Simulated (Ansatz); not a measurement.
A run of Ansatz 0.2.0 is set up as follows.

File input.yaml:

```yaml
crystal:
  lattice:
    - [0.0, 2.702, 2.702]
    - [2.702, 0.0, 2.702]
    - [2.702, 2.702, 0.0]
  atoms:
    - { symbol: Zn, position: [0.75, 0.75, 0.75] }
    - { symbol: S, position: [0.0, 0.0, 0.0] }
kpoints:
  mp_grid: { grid: [9, 9, 9] }
scf:
  occupations: { method: fermi_dirac, width: 0.05 }
hamiltonian:
  xc: rpbe
  dispersion: d3bj
  pseudopotentials: { kind: all_electron, lapw: { basis_error: 0.001 } }
output:
  forces: true
  stress: true
relax:
  f_tol: 0.005
  max_steps: 60
  cell: {}
```

Potentials or basis: all-electron LAPW, scalar-relativistic.

The run is started by

```console
$ ansatz run input.yaml --threads 1 --pin off --max-ram 3072MiB --backend cpu --events-out ev --progress --plain --runs-dir out
```

(1) What does it give for the space group after relaxing (to 0.05 Å)?

(2) Predict the relaxed cell.

## Answers

(1) F-43m (No. 216).

(2) a = 3.715 Å, b = 3.715 Å, c = 3.715 Å, α = 60.00°, β = 60.00°, γ = 60.00°.
